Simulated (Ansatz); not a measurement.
# Where V_O puts its levels in the gap of CaO (Fm-3m)

Wanted: the transition levels of a vacancy in CaO (Fm-3m), from a cell of 54 host atoms with 1 O taken out.

Calculated with Ansatz 0.2.0; place-levels on r2SCAN runs: charge-transition levels and formation energies with image-charge correction and potential alignment at the atomic sites; PAW set soft_1.

## Step 1: The starting structure

The cell holds 53 atoms: 27 Ca and 26 O. Its edges and angles: a = 10.020 Å, b = 10.020 Å, c = 10.020 Å, α = 60.0°, β = 60.0°, γ = 60.0°. It derives from CaO (space group Fm-3m). Nearest the centre at fractional (0.500, 0.500, 0.500): Ca46 at 2.36 Å, Ca50 at 2.36 Å, Ca34 at 2.36 Å, Ca28 at 2.36 Å, Ca44 at 2.36 Å, Ca32 at 2.36 Å, O29 at 3.34 Å, O12 at 3.34 Å.

Coordinates:

```xyz
53
Lattice="0.0000 7.0852 7.0852 7.0852 0.0000 7.0852 7.0852 7.0852 0.0000" Properties=species:S:1:pos:R:3 pbc="T T T"
Ca    0.0000    0.0000    0.0000
O     2.3617    2.3617    2.3617
Ca    2.3617    2.3617    0.0000
O     4.7235    4.7235    2.3617
Ca    4.7235    4.7235    0.0000
O     7.0852    7.0852    2.3617
Ca    2.3617    0.0000    2.3617
O     4.7235    2.3617    4.7235
Ca    4.7235    2.3617    2.3617
O     7.0852    4.7235    4.7235
Ca    7.0852    4.7235    2.3617
O     9.4469    7.0852    4.7235
Ca    4.7235    0.0000    4.7235
O     7.0852    2.3617    7.0852
Ca    7.0852    2.3617    4.7235
O     9.4469    4.7235    7.0852
Ca    9.4469    4.7235    4.7235
O    11.8086    7.0852    7.0852
Ca    0.0000    2.3617    2.3617
O     2.3617    4.7235    4.7235
Ca    2.3617    4.7235    2.3617
O     4.7235    7.0852    4.7235
Ca    4.7235    7.0852    2.3617
O     7.0852    9.4469    4.7235
Ca    2.3617    2.3617    4.7235
O     4.7235    4.7235    7.0852
Ca    4.7235    4.7235    4.7235
Ca    7.0852    7.0852    4.7235
O     9.4469    9.4469    7.0852
Ca    4.7235    2.3617    7.0852
O     7.0852    4.7235    9.4469
Ca    7.0852    4.7235    7.0852
O     9.4469    7.0852    9.4469
Ca    9.4469    7.0852    7.0852
O    11.8086    9.4469    9.4469
Ca    0.0000    4.7235    4.7235
O     2.3617    7.0852    7.0852
Ca    2.3617    7.0852    4.7235
O     4.7235    9.4469    7.0852
Ca    4.7235    9.4469    4.7235
O     7.0852   11.8086    7.0852
Ca    2.3617    4.7235    7.0852
O     4.7235    7.0852    9.4469
Ca    4.7235    7.0852    7.0852
O     7.0852    9.4469    9.4469
Ca    7.0852    9.4469    7.0852
O     9.4469   11.8086    9.4469
Ca    4.7235    4.7235    9.4469
O     7.0852    7.0852   11.8086
Ca    7.0852    7.0852    9.4469
O     9.4469    9.4469   11.8086
Ca    9.4469    9.4469    9.4469
O    11.8086   11.8086   11.8086
```

Screening for the image-charge correction: ε∞ = 3.85, ε0 = 16.67, computed on the host (DFPT, PBEsol, on the r2SCAN cell), and a cell off the functional's own equilibrium shifts the ionic part.

The relaxed host is scaled by −1.5 % along all axes; the dielectric constants are those of the unstrained host.

The cell's shortest repeat is 10.0 Å.

## Step 2: The runs of each charge state

A transition level is the Fermi level at which two charge states cost the same, so each charge needs its own total energy, at its own relaxed structure.

Random displacements of about 0.05 Å break the site symmetry at the start, so that the relaxation can reach a distorted minimum if there is one. Forces are taken at one point at (¼, ¼, ¼). The cell holds 1 electron more than the neutral one, with a uniform background that keeps it neutral on the whole. The electron count is odd, so at least one spin is unpaired; this run locks the moment at 1 μB.

The sampling was tested on the host first: at the k-points planned (1x1x1 shifted 0.25 0.25 0.25) its energy lies 0.006 eV an atom from the dense-mesh value, under the bound of 0.02 eV set for this test; that bounds the host's error, not the defect's.

One of the inputs; charge, spin and start change from state to state.

Input file qm1_M1.relax/input.yaml:

```yaml
crystal:
  lattice:
    - [0.0, 2.361727, 2.361727]
    - [2.361727, 0.0, 2.361727]
    - [2.361727, 2.361727, 0.0]
  atoms:
    - { symbol: Ca, position: [0.0, 0.0, 0.0] }
    - { symbol: O, position: [0.5, 0.5, 0.5] }
  supercell: [3, 3, 3]
  defects: [{ vacancy: 27 }]
total_charge: -1
basis:
  ecutwfc: 500
  xc_grid: 2
hamiltonian:
  xc: r2scan
  pseudopotentials: { kind: paw, azcp: { folder: soft_1 } }
kpoints:
  mp_grid: { grid: [1, 1, 1], shift: [0.25, 0.25, 0.25] }
magnetization:
  spin_polarized: true
  initial_magnetization: 1
  spin_locking: { lock_magnetization: hard }
scf:
  occupations: { method: fixed }
  max_iter: 60
output:
  forces: true
  charged_corrections: { epsilon: 3.85, static_epsilon: 16.67 }
relax:
  f_tol: 0.02
  max_steps: 80
  random_displacement: { amplitude: 0.05, seed: 977 }
checkpoint:
  write: "../qm1_M1.relax.run"
  compress: false
  write_wavefunctions: true
  write_every: 100000
```

Launch:

```
ansatz run input.yaml --threads 4 --pin off --max-ram 15073MiB --backend cpu --events-out ev --progress --plain --runs-dir out
```

Defect states can disperse in a cell of this size, so the energy is taken again at a 2×2×2 shifted mesh, on the relaxed structure.

The run of this state that the levels use, under r2SCAN:

Input file qm1_M1.point/input.yaml:

```yaml
crystal:
  checkpoint: "../qm1_M1.relax.run"
  host: checkpoint
total_charge: -1
basis:
  ecutwfc: 500
  xc_grid: 2
hamiltonian:
  xc: r2scan
  pseudopotentials: { kind: paw, azcp: { folder: soft_1 } }
kpoints:
  mp_grid: { grid: [2, 2, 2], shift: [0.5, 0.5, 0.5] }
magnetization:
  spin_polarized: true
  initial_magnetization: 1
  spin_locking: { lock_magnetization: hard }
scf:
  occupations: { method: fermi_dirac, width: 0.01 }
  max_iter: 60
output:
  forces: true
  eigenvalues: true
  charged_corrections:
    epsilon: 3.85
    static_epsilon: 16.67
    defect_position: [0.5, 0.5, 0.5]
  eigenstates: { localisation: true }
  populations: true
  efg: {}
  band_densities: [{ bands: [v1, v1] }, { bands: [c1, c1] }]
  write_density: true
  write_potential: true
  volumetric_format: npy
  elf: true
checkpoint:
  read: "../qm1_M1.relax.run"
  write: "../qm1_M1.point.run"
  compress: false
  write_wavefunctions: false
  write_every: 100000
```

Relaxations under r2SCAN at one point at (¼, ¼, ¼); times on 4 threads of Arm Neoverse V2, shared host:

```
charge  moment (μB)  occupations    outcome  steps  largest displacement against the far atoms (Å)     time
    −1            1        fixed  converged      5                                            0.05  3.7 min
     0            0        fixed  converged      7                                            0.04  1.7 min
    +1            1        fixed  converged      4                                            0.10  2.6 min
    +2            0        fixed  converged      4                                            0.17     74 s
```

Single points under r2SCAN at a 2×2×2 shifted mesh; times on 4 threads of Arm Neoverse V2, shared host:

```
charge  moment (μB)  occupations    outcome     time
    −1            1  fermi-dirac  converged  4.3 min
     0            0  fermi-dirac  converged    2 min
    +1            1  fermi-dirac  converged    4 min
    +2            0  fermi-dirac  converged     98 s
```

Distances (Å) from the ideal centre to the nearest atoms after relaxation with r2SCAN:

```
charge  moment (μB)       1.       2.       3.       4.       5.       6.
    −1            1  Ca 2.40  Ca 2.41  Ca 2.41  Ca 2.41  Ca 2.41  Ca 2.41
     0            0  Ca 2.40  Ca 2.40  Ca 2.40  Ca 2.41  Ca 2.41  Ca 2.41
    +1            1  Ca 2.45  Ca 2.45  Ca 2.46  Ca 2.46  Ca 2.46  Ca 2.47
    +2            0  Ca 2.53  Ca 2.53  Ca 2.53  Ca 2.53  Ca 2.53  Ca 2.53
```

## Step 3: place-levels, r2SCAN

A charged cell interacts with its images and the background, and its potential has another zero than the host's. place-levels removes the first by a point-charge model, screened by the static dielectric constant since the ions have relaxed around the charge, and the second by comparing potentials at atoms far from the defect.

The host is a run of the defect-free crystal in the same cutoffs, grids and k-points, so that basis and sampling errors cancel in part in the differences. The host is run in a cell of 2 atoms on a matching mesh. Its band edges are searched through the zone by a band path, so the gap is smaller than, or equal to, that on the mesh. Chemical potentials are energies per atom of O (O2 molecule), run with the same functional and cutoff.

Input file levels.point.yaml:

```yaml
host:
  run: host.point.run
states: [qm1_M1.point.run, q0.point.run, qp1_M1.point.run, qp2.point.run]
geometry_from:
  qm1_M1.point.run: qm1_M1.relax.run
  q0.point.run: q0.relax.run
  qp1_M1.point.run: qp1_M1.relax.run
  qp2.point.run: qp2.relax.run
chemical_potentials:
  O:
    energy: -565.989614
    dataset: <sha256 of the dataset>
epsilon: 3.85
static_epsilon: 16.67
vertical:
  - { from: qm1_M1.point.run, to: qm1_M1.point_neutral.run }
  - { from: qp1_M1.point.run, to: qp1_M1.point_neutral.run }
  - { from: qp2.point.run, to: qp2.point_neutral.run }
```

Launch:

```
ansatz place-levels levels.point.yaml -- --threads 4 --pin off --max-ram 15073MiB
```

Numbers of over 12 decimals in the logs are rounded to 6 here.

Output:

```text
[... repeated set-up lines and file paths are left out, and long positions are rounded to six places ...]
(+2/+1) 1.498 eV above the valence edge, 2.682 eV under the conduction edge
(+1/0) 3.345 eV above the valence edge, 0.836 eV under the conduction edge
(0/-1) 4.211 eV above the valence edge (+4.554 eV without the band-filling correction), in the conduction band
formation energy of charge +2: +2.633 eV with the Fermi level at the valence edge
formation energy of charge +1: +4.131 eV with the Fermi level at the valence edge
formation energy of charge 0: +7.476 eV with the Fermi level at the valence edge
formation energy of charge -1: +11.687 eV with the Fermi level at the valence edge
vertical -1 to 0: no energy, since no alignment is typed
  the change from vertical[0].from (qm1_M1.point.run) to vertical[0].to (qm1_M1.point_neutral.run): by its potential at epsilon 3.85 it is spread over the cell along a vector, with an rms radius of about 6.8 Å (4.0 3.9 3.9 Å across the planes of the cell's [...]
vertical +1 to 0: no energy, since no alignment is typed
  the change from vertical[1].from (qp1_M1.point.run) to vertical[1].to (qp1_M1.point_neutral.run): by its potential at epsilon 3.85 it stands at 0.501 0.500 0.500, with an rms radius of about 1.1 Å (0.7 0.7 0.7 Å across the planes of the cell's vectors); [...]
vertical +2 to 0: no energy, since no alignment is typed
  the change from vertical[2].from (qp2.point.run) to vertical[2].to (qp2.point_neutral.run): by its potential at epsilon 3.85 it stands at 0.500 0.500 0.500, with an rms radius of about 1.5 Å (0.9 0.9 0.9 Å across the planes of the cell's vectors); [...]
  edges by r2scan, gap 4.181 eV; the host is sampled to repeats of 20.04 Å
  the defect's cells are sampled to repeats of 20.04 Å, like sampling
  charge +2: -64087.2314 eV with its correction of +0.426 eV, at epsilon 16.67, aligned at sites: -0.0664 eV, mean over 21 atomic sites at or beyond 5.01 Å from the defect at [0.5000, 0.5000, 0.5000], with -0.000000 for the charge's moments and without [...]
  charge +1: -64077.7822 eV with its correction of +0.055 eV, at epsilon 16.67, aligned at sites: -0.0852 eV, mean over 21 atomic sites at or beyond 5.01 Å from the defect at [0.5000, 0.5000, 0.5000], with +0.000000 for the charge's moments and without [...]
  charge 0: +0.000 eV for its dipole among its images, +0.000 omitted
  charge -1: -64053.9820 eV with its correction of +0.195 eV, at epsilon 16.67, aligned at sites: -0.0555 eV, mean over 21 atomic sites at or beyond 5.01 Å from the defect at [0.5000, 0.5000, 0.5000], with +0.000000 for the charge's moments and without [...]
  states[0] (qm1_M1.point.run): levels filled in part (TS 0.004 eV): its energy is of no whole electron's
  of states[3] (qp2.point.run): its alignment with the host at atomic sites is doubtful: the cell is too small to show whether the defect's potential has decayed: take a larger one
  of states[2] (qp1_M1.point.run): its alignment with the host at atomic sites is doubtful: the cell is too small to show whether the defect's potential has decayed: take a larger one; stability_check_not_made
  of states[1] (q0.point.run): its alignment with the host at atomic sites is doubtful: the cell is too small to show whether the defect's potential has decayed: take a larger one
  of states[0] (qm1_M1.point.run): it parts from the run at its places by a charge that spreads by about 4 Å along one vector (1.4 Å or more is wide), by its potential at epsilon 3.85, taken for that of held ions (one typed too small widens it), where the [...]
  vertical[0].from (qm1_M1.point.run): levels filled in part (TS 0.004 eV): its energy is of no whole electron's
  of vertical[0].from (qm1_M1.point.run): its moments are held at its close (magnetization.spin_locking), by a field of 0.100 eV a Bohr magneton, and its energy and levels are of the state that this holds: a run that lets them go can end lower; [...]
  of vertical[1].from (qp1_M1.point.run): stability_check_not_made
  vertical[2].to (qp2.point_neutral.run): levels filled in part (TS 0.009 eV): its energy is of no whole electron's
```

Wall time 0.4 s (4 threads of Arm Neoverse V2, shared host).

Levels between the charges placed, in eV above the valence top:

```
        gap (eV)  (+2/+1)  (+1/0)  (0/−1)
r2SCAN      4.18     1.50    3.34    4.21
```

Corrections by state:

```
charge  moment (μB)  image terms and alignment (eV)  band filling (eV)  ε used  over the lowest of its charge, as the program ranks them, band filling apart (eV)
    +2          0.0                           0.426                  -   16.67                                                                              0.000
    +1          1.0                           0.055                  -   16.67                                                                              0.000
     0          0.0                           0.000                  -       -                                                                              0.000
    −1          1.0                           0.195             -0.343   16.67                                                                              0.000
```

The charged structures listed were also run neutral, and place-levels reads from each pair, by the potential or the spins, how wide the charge is by which they differ; that can be the carrier of either run.

```
charge  rms radius (Å)  spread where it is widest against the cell (Å)  wide from (Å)  reading
    +2             1.5                                            0.87           1.42   narrow
    +1             1.1                                            0.65           1.42   narrow
    −1             6.8                                            3.95           1.42     wide
```

The neutral runs of these pairs need not share the spin of the lowest neutral state, and very wide values only mean spread over the cell.

From the program's caveats on the states, each cut to its opening words:

- charge +2, +1 (1 μB), 0, −1 (1 μB): its alignment with the host at atomic sites is doubtful: the cell is too small to show whether the defect's potential has decayed: take a larger one
- charge +1 (1 μB), −1 (1 μB): flagged: stability check not made
- charge −1 (1 μB): it parts from the run at its places by a charge that spreads by about 4 Å along one vector (1.4 Å or more is wide), by its potential at epsilon 3.85, taken for [...]
- charge −1 (1 μB): a band-filling correction moves a carrier to the host's band edge, which changes its energy by -0.343 eV
- charge −1 (1 μB): its moments are held at its close (magnetization.spin_locking), by a field of 0.100 eV a Bohr magneton, and its energy and levels are of the state that this [...]

Chemical potentials of the elements' reference phases, run alike. Formation energy by charge state (elemental references; gap 4.18 eV):

```
charge  at valence top (eV)  at conduction bottom (eV)  correction included (eV)
    +2                 2.63                      10.99                      0.43
    +1                 4.13                       8.31                      0.05
     0                 7.48                       7.48                      0.00
    −1                11.69                       7.51                     -0.15
```

Fermi level (eV), lowest formation energy (eV) and a bar from the least value:
```
     0.00       2.63 
     0.38       3.39 #####
     0.76       4.15 #########
     1.14       4.91 ##############
     1.52       5.65 ###################
     1.90       6.03 #####################
     2.28       6.41 #######################
     2.66       6.79 ##########################
     3.04       7.17 ############################
     3.42       7.48 ##############################
     3.80       7.48 ##############################
     4.18       7.48 ##############################
```

## Step 4: Effect of the sampling

The relaxations' own energies give the levels at their sampling, for comparison.

Input file levels.relax_mesh.yaml:

```yaml
host:
  run: host.relax.run
states: [qm1_M1.relax.run, q0.relax.run, qp1_M1.relax.run, qp2.relax.run]
chemical_potentials:
  O:
    energy: -565.989614
    dataset: <sha256 of the dataset>
```

Launch:

```
ansatz place-levels levels.relax_mesh.yaml -- --threads 4 --pin off --max-ram 15073MiB
```

Output:

```text
(+2/+1) 1.454 eV above the valence edge, 2.712 eV under the conduction edge
(+1/0) 3.287 eV above the valence edge, 0.879 eV under the conduction edge
[...]
formation energy of charge +2: +2.621 eV with the Fermi level at the valence edge
formation energy of charge +1: +4.076 eV with the Fermi level at the valence edge
formation energy of charge 0: +7.363 eV with the Fermi level at the valence edge
formation energy of charge -1: +11.570 eV with the Fermi level at the valence edge
  edges by r2scan, gap 4.166 eV; the host is sampled to repeats of 10.02 Å
[... the lines on each state left out ...]
```

The job ended after 0.12 s (4 threads).

Levels between neighbouring charges, in eV above the valence top:

```
                        gap (eV)  (+2/+1)  (+1/0)  (0/−1)
one point at (¼, ¼, ¼)      4.17     1.45    3.29    4.21
  a 2×2×2 shifted mesh      4.18     1.50    3.34    4.21
```

Going from one point at (¼, ¼, ¼) to a 2×2×2 shifted mesh moves the levels that carry no band-filling term by up to 0.06 eV and formation energies against the elements by up to 0.12 eV; band-filling terms, which differ between samplings, are in these energies.

## Step 5: Results

```json
{
  "gap of the host": "4.18 eV (r2SCAN)",
  "level (plus 2/plus 1)": "1.50 eV above the valence top",
  "level (plus 1/0)": "3.34 eV above the valence top",
  "level (0/minus 1)": "4.21 eV above the valence top, past the conduction bottom (4.55 eV above the valence top without the band-filling term)",
  "lowest of the charges placed, just above the valence top (0.02 eV)": "+2",
  "lowest of the charges placed, just below the conduction bottom (0.02 eV)": "0",
  "lowest formation energy at mid-gap of the charges run, elemental references": "6.22 eV"
}
```

What this shows: Of the charges placed (−1, 0, +1 and +2), the lowest changes at 1.50 eV (+2/+1) and 3.34 eV (+1/0) above the valence top, in a gap of 4.18 eV. Charges above +2 were not placed, so these runs say nothing of levels that involve them. States placed: +2 at 0 μB; +1 at 1 μB; 0 at 0 μB; −1 at 1 μB. Other spin states or structures, where not listed, weren't placed. The program finds carriers beyond a band edge of the host and adds a band-filling term at charge −1 (-0.34 eV); steps to such a charge show no bound level, and a defect level inside a band would be read the same way. Going from one point at (¼, ¼, ¼) to a 2×2×2 shifted mesh moves the levels that carry no band-filling term by up to 0.06 eV and formation energies against the elements by up to 0.12 eV; band-filling terms, which differ between samplings, are in these energies. The program doubts the alignment of potentials for at least one state, a sign that the cell is small. Limits: r2SCAN makes the gap too small and tends to spread out bound carriers; where a gas molecule sets a chemical potential or the host's formation energy, its binding is uncorrected; force components of up to 0.12 eV/Å remain in a run at the final settings.

[Logs are printed without paths, hosts, clocks, repeated set-up lines and the standing remarks that a program may print on its own settings, such as how far it seeks lower states.]

[Hosts, paths, dates, database ids (printed as entryN), source tags and the programs' standing remarks are cut or masked in the printed files.]

[Where a table of states has a column of steps, it counts the stored structures, which are thinned; the runs took as many ionic steps or more.]

[A defect's name tells the site on which it was built; relaxed atoms can leave that site.]

[For some hosts the program warned that the k-mesh of the response run may be too coarse for force constants and the static dielectric constant; such warnings are not shown here.]
